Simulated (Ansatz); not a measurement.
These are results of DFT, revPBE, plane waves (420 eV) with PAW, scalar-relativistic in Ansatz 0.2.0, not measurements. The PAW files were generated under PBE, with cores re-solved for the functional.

An element in the fcc structure gives this curve. The cell is scaled uniformly from the relaxed one, with fractional coordinates and shape fixed. Energies are extrapolated to zero smearing, pressures are those at the given smearing. Magnetic state: spin not included.

```json
{"V (Å³/atom)": "14.619", "E − E₀ (meV/atom)": "246.6", "P (GPa)": "45.10"}
{"V (Å³/atom)": "15.283", "E − E₀ (meV/atom)": "100.3", "P (GPa)": "26.84"}
{"V (Å³/atom)": "15.948", "E − E₀ (meV/atom)": "22.3", "P (GPa)": "11.95"}
{"V (Å³/atom)": "16.612", "E − E₀ (meV/atom)": "0.0", "P (GPa)": "-0.24"}
{"V (Å³/atom)": "17.277", "E − E₀ (meV/atom)": "23.4", "P (GPa)": "-10.19"}
{"V (Å³/atom)": "17.941", "E − E₀ (meV/atom)": "84.1", "P (GPa)": "-18.29"}
{"V (Å³/atom)": "18.606", "E − E₀ (meV/atom)": "175.1", "P (GPa)": "-24.86"}
```

(1) Which element is it?
A. zinc
B. palladium
C. platinum
D. tungsten

Results:

(1) D. Its fit is V₀ = 16.58 Å³/atom, B₀ = 276 GPa, B₀′ = 4.0.
